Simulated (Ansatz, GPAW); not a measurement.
## One calculation of Sb, 3 ways

```
CELL_PARAMETERS angstrom
2.15420 1.24373 3.75800
-2.15420 1.24373 3.75800
0.00000 -2.48746 3.75800
ATOMIC_POSITIONS crystal
Sb 0.76651 0.76651 0.76651
Sb 0.23349 0.23349 0.23349
```

Alike in all runs: task single point; functional PBE; k mesh 8 × 8 × 8; occupations gaussian, width 0.016 eV; no spin polarisation; no spin-orbit coupling. Pressure is positive in compression and, in plane waves, holds the error of the finite cutoff, which Ansatz's Pulay term estimates and takes out.

```tsv
program and potentials	plane-wave cutoff (eV)	notes	pressure (GPa)	largest force (eV/Å)
Ansatz, Ansatz PAW	420	-	?	?
Ansatz, all-electron LAPW, scalar-relativistic	-	-	2.71	0.141
GPAW, GPAW PAW data sets (gpaw-data 1.2.1)	600	-	2.40	0.125
```

Q: Estimate from the other rows what the run with Ansatz, Ansatz PAW gave.

A: Pressure 2.70 GPa; largest force 0.141 eV/Å. Its pressure holds a Pulay term of +0.03 GPa. The other rows, which needn't bracket it: pressure 2.40 to 2.71; largest force 0.125 to 0.141.
